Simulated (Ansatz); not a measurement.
Input and command of a plane-wave DFT calculation in Ansatz:

```yaml
crystal:
  lattice:
    - [5.4942774863, 0.0, 0.0]
    - [0.0, 5.4942774863, 0.0]
    - [0.0, 0.0, 5.4942774863]
  atoms:
    - { symbol: Si, position: [0.2525976816, 0.2525976816, 0.2525976816] }
    - { symbol: Si, position: [0.0, 0.5, 0.5] }
    - { symbol: Si, position: [0.5, 0.5, 0.0] }
    - { symbol: Si, position: [0.5, 0.0, 0.5] }
    - { symbol: Si, position: [0.7474023184, 0.2525976816, 0.7474023184] }
    - { symbol: Si, position: [0.7474023184, 0.7474023184, 0.2525976816] }
    - { symbol: Si, position: [0.2525976816, 0.7474023184, 0.7474023184] }
    - { symbol: Ge, position: [0.0, 0.0, 0.0] }
basis:
  ecutwfc: 420
kpoints:
  mp_grid: { grid: [8, 8, 8] }
hamiltonian:
  xc: pbesol
scf:
  occupations: { method: gaussian, width: 0.01 }
output:
  forces: true
  stress: true
  eigenvalues: true
relax:
  adjacent_minimum: "off"
  f_tol: 0.008
  max_steps: 50
  cell: { stress_tol: 0.08, p_target: -2.0 }
```

```bash
ansatz run input.yaml --threads 2 --pin off --max-ram 5120MiB --backend cpu --events-out ev --progress --plain --runs-dir out
```

Processor: Arm Neoverse V1, 2 threads, on a host shared with other jobs.

Task: How long does it run, and how much memory does it take?

Result: About 26 s on 2 threads of Arm Neoverse V1 (shared host), peak memory 0.46 GiB. It solves 29 bands at 35 k points (the mesh reduced by symmetry) with about 3239 plane waves (on the last cell), in 15 SCF iterations over 3 ionic steps.
